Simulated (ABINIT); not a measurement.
The system is WS2 (Tungstenite).

```
W S
1.0
     3.18000    0.00000    0.00000
    -1.59000    2.75396    0.00000
     0.00000    0.00000   12.50000
W S
2 4
Direct
  0.66667 0.33333 0.75000
  0.33333 0.66667 0.25000
  0.66667 0.33333 0.37500
  0.33333 0.66667 0.87500
  0.66667 0.33333 0.12500
  0.33333 0.66667 0.62500
```

Base run:

* Program: ABINIT 10.8.3 (patched build)
* Functional: LDA
* Potentials or basis: JTH PAW LDA v2.0
* Cutoff: 544 eV
* k mesh: 8 × 8 × 2
* Occupations: fermi-dirac, width 0.05 eV
* Spin: no spin polarisation

Its results: band gap on the k mesh 1.11 eV, indirect (least direct gap 2.16 eV); pressure -5.8 GPa; largest force 0.360 eV/Å.

Task: The run is repeated on the same cell with these changes: k mesh from 8 × 8 × 2 to 6 × 6 × 2. What comes out?

Result: Band gap on the k mesh 0.97 eV, indirect (least direct gap 1.72 eV); pressure -5.7 GPa; largest force 0.355 eV/Å.

Caveats: spin-orbit coupling is left out, which moves the levels of the heavy elements.

A k mesh can miss the band edges.
